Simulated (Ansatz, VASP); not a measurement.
# Sb in VASP and in Ansatz

The input INCAR:

```
SYSTEM = Sb
PREC = Accurate
ENCUT = 520
EDIFF = 1E-6
ISMEAR = -1
SIGMA = 0.05
LREAL = .FALSE.
LASPH = .TRUE.
NELM = 100
ALGO = Normal
ISIF = 2
LWAVE = .FALSE.
LCHARG = .FALSE.
GGA = CA
NBANDS = 8
```

KPOINTS

```
regular mesh
0
G
  12 12 12
  0 0 0
```

The input POSCAR:

```
Sb
1.0
   -1.5869811508      1.5869811508      2.7298988119
    1.5869811508     -1.5869811508      2.7298988119
    1.5869811508      1.5869811508     -2.7298988119
Sb
1
Direct
    0.0000000000      0.0000000000      0.0000000000
```

input.yaml

```yaml
crystal:
  lattice:
    - [-1.5869811508, 1.5869811508, 2.7298988119]
    - [1.5869811508, -1.5869811508, 2.7298988119]
    - [1.5869811508, 1.5869811508, -2.7298988119]
  atoms:
    - { symbol: Sb, position: [0.0, 0.0, 0.0] }
kpoints:
  mp_grid: { grid: [12, 12, 12] }
scf:
  occupations: { method: fermi_dirac, width: 0.05 }
hamiltonian:
  xc: lda
  pseudopotentials: { kind: all_electron, lapw: { basis_error: 0.001 } }
output:
  forces: true
  stress: true
  eigenvalues: true
```

Change from the starting cell: volume scaled by 1.02.

Alike in both runs: task single point; functional LDA; k mesh 12 × 12 × 12; occupations fermi-dirac, width 0.05 eV; no spin polarisation.

```csv
,VASP,Ansatz
version,VASP 6.6.1,Ansatz 0.2.0
potentials or method,"VASP PAW LDA potentials, release 64 (Sb)","all-electron LAPW, scalar-relativistic"
plane-wave cutoff (eV),520,see its input
```

```csv
,VASP,Ansatz,Ansatz less VASP
gap on the k mesh at the Fermi level (eV),none,none,-
pressure (GPa),-3.5,-3.5,-0.06
largest component of the traceless stress (GPa),0.08,0.11,+0.027
```

A gap of «none» marks a metal or a gap that the smearing closes. Ansatz ran all-electron here, so the differences hold the error of VASP's frozen core and of both bases.

The runs have no spin-orbit coupling, so splittings on Sb are missing.
